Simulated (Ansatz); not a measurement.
**Which way does PbO + CaSe ⇌ PbSe + CaO run?**

Plane-wave DFT in Ansatz with scalar-relativistic PAW potentials, cutoff 500 eV, Γ-centred meshes chosen by cell and gap, Gaussian smearing with energies taken to zero width. Every cell was relaxed (cell and atoms) in a run of its own, within the symmetry of its start. Functional: r2SCAN.

Total energies hold large constants for each element; a whole number of eV per atom of each element is taken off below, which cancels in a balanced reaction.

| compound | lowest structure computed | structures tried | V (Å³/atom) | gap on mesh (eV) | E (eV per formula unit, common shift removed) |
| --- | --- | --- | --- | --- | --- |
| PbO | P4/nmm | 2 | 21.15 | 1.83 | -2.3337 |
| CaSe | Fm-3m | 2 | 26.13 | 2.52 | -4.4491 |
| PbSe | Fm-3m | 3 | 29.49 | 0.67 | -1.3328 |
| CaO | Fm-3m | 1 | 13.78 | 4.20 | -6.0943 |

Q: Work out the reaction energy at 0 K.

A: ΔE = E(PbSe) + E(CaO) − E(PbO) − E(CaSe) = -0.644 eV, or -62 kJ per mole of reaction (-161 meV/atom). The right side is lower: Pb takes Se and Ca takes O. Pauling's electronegativities (Ca 1.0, Pb 1.87; O 3.44, Se 2.55) would pair Ca with O, the most ionic bond; the result follows that. All four are computed as solids; where they are solids at ordinary conditions entropy changes little. A lower structure that wasn't tried would shift the value, and mixed crystals may lie lower than either side.

Spin-orbit coupling is left out, which matters for the bands of heavy elements. For Tl, Pb and Bi spin-orbit coupling shifts energies too.